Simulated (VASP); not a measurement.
Cd, 1 atom in the cell. The structure is trigonal, space group R-3m (No. 166). The conventional cell has a = 3.408 Å, b = 3.408 Å, c = 6.588 Å, α = 90.00°, β = 90.00°, γ = 120.00°. Around Cd (site symmetry -3m) lie 6 Cd at 2.95 Å. The cell was built by a generator and needn't be a form met in nature.

```yaml
Program: VASP 6.6.1
Task: single point
Functional: PBE
Potentials_or_basis: VASP PAW PBE potentials, release 64 (Cd)
Cutoff: 520 eV
k_mesh: 12 × 12 × 12
Occupations: fermi-dirac, width 0.1 eV
Spin: no spin polarisation
Dipole_correction: no
Further_INCAR_settings: ALGO = Fast; EDIFF = 1e-06; NBANDS = 12
```

Potentials or basis: VASP PAW PBE potentials, release 64 (Cd).

Launch:

```sh
$ cat potpaw_PBE.64/Cd/POTCAR > POTCAR
$ mpirun -np 1 vasp_std > vasp.out
```

Hardware: 1 thread of Intel(R) Xeon(R) 6975P-C (Granite Rapids), on a shared host.

Q: How long does it take, and how much memory?

A: It took 11 s on 1 thread of Intel(R) Xeon(R) 6975P-C (Granite Rapids), with other jobs on the host, peak memory 0.17 GiB. Counts: scf iterations 11, k points 189.
